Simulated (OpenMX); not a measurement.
Fe:

```
Fe
1.0
    -1.44300    1.44300    1.44300
     1.44300   -1.44300    1.44300
     1.44300    1.44300   -1.44300
Fe
1
Direct
  0.00000 0.00000 0.00000
```

Base run:

* Program: OpenMX 3.8.5
* Functional: PBE
* Potentials or basis: OpenMX 2013 PBE set, Fe6.0H-s2p2d1, grid cutoff 500 Ry
* k mesh: 9 × 9 × 9
* Occupations: fermi-dirac, width 0.05 eV
* Spin: collinear spin, ferromagnetic start
* Starting moments: [3.0] μB

Its results: pressure -4.3 GPa; net moment 2.31 μB per cell; site moments Fe +2.31 μB.

Problem. The run is repeated on the same cell with these changes: potentials or basis from OpenMX 2013 PBE set, Fe6.0H-s2p2d1, grid cutoff 500 Ry to OpenMX 2013 PBE set, Fe6.0H-s3p2d2f1, grid cutoff 500 Ry; k mesh from 9 × 9 × 9 to 13 × 13 × 13. What comes out?

Solution. Pressure -6.4 GPa; net moment 2.35 μB per cell; site moments Fe +2.35 μB.

Caveats: the basis of atomic orbitals isn't converged, which shifts pressures, moduli and gaps; the transition metal has a single d function, too few for pressures, volumes and moments (some runs).
